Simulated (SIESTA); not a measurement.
Crystal: ZnS.

```
Zn S
1.0
     0.00000    2.70200    2.70200
     2.70200    0.00000    2.70200
     2.70200    2.70200    0.00000
Zn S
1 1
Direct
  0.75000 0.75000 0.75000
  0.00000 0.00000 0.00000
```

Base run:

```yaml
Program: SIESTA 5.4.2
Functional: PBE
Potentials_or_basis: PseudoDojo 0.4 standard (PBE files)
Basis: DZP (energy shift 0.003 Ry; two zetas on semicore shells)
Grid_cutoff: 800 Ry
Energy_shift: 0.003 Ry
k_mesh: 9 × 9 × 9
Occupations: fermi-dirac, width 0.05 eV
Spin: no spin polarisation
```

Its results: band gap on the k mesh 2.49 eV, direct; pressure 2.5 GPa.

Q: The run is repeated on the same cell with these changes: functional from PBE to PW91. What comes out?

A: Band gap on the k mesh 2.44 eV, direct; pressure 2.3 GPa.

Caveats: short orbitals over semicore shells can move pressures by several GPa; the valence orbitals were made in a potential fitted to the semicore shell under them, which widens gaps by tenths of an eV or more; an odd mesh through Γ misses points on the zone boundary, where band edges often lie; the basis of atomic orbitals isn't converged, which shifts pressures, moduli and gaps; the potentials were made for another functional, which shifts forces and pressure (some runs).
